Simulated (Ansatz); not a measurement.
Is this Hf5C3 stable against decomposition?

Computed with DFT PBE, scalar-relativistic, plane waves, PAW (Ansatz). All cells share a 420 eV cutoff and Γ-centred k meshes spaced about 0.3 Å⁻¹ or finer (0.25 for metals, 2π included). No spin polarisation.

The zero of energy is the elements' standard structures at the same level; no fitted shifts are applied.

All energies are static (0 K, no zero-point motion). Spin–orbit coupling, which can matter for Hf, is left out. The reference form of C is held partly by dispersion forces, which this level lacks.

The competitors are the elements and 1 reference phase of this chemical system (from databases or known types: HfC), relaxed at the same level; other known phases may be missing.

The candidate was reached from: random cell.

```xyz
8
Lattice="-1.8137 2.9910 5.9627 1.8137 -2.9910 5.9627 1.8137 2.9910 -5.9627" Properties=species:S:1:pos:R:3 pbc="T T T"
Hf    0.0000    1.5085    4.1992
Hf    1.8137    1.4825   -1.7635
Hf    1.8137    1.4825    1.7635
Hf    0.0000    1.5085    7.7262
Hf    0.0000    2.9910    0.0000
C     1.8137    0.0000    3.6517
C     0.0000    2.9910    2.3110
C     1.8137    0.0000    0.0000
```

Question: Is it stable, and against what?

Answer: Not stable. Its formation energy is -0.009 eV/atom. The lowest competing mixture at this composition is this:

```
phase      space group   source  share of atoms  ΔE_f (eV/atom)
   Hf                -  element          0.2500         -0.0012
  HfC  Fm-3m (No. 225)      COD          0.7500          -0.918
```

The lowest database cell of Hf (-0.0012) lies slightly below the reference, hence the non-zero entry.

The mixture lies at -0.689 eV/atom, and the candidate lies 0.68 eV/atom above it. The candidate matches no cell in the subsets of the Crystallography Open Database and the Materials Project at hand. The margin is far too high for a likely synthesis.
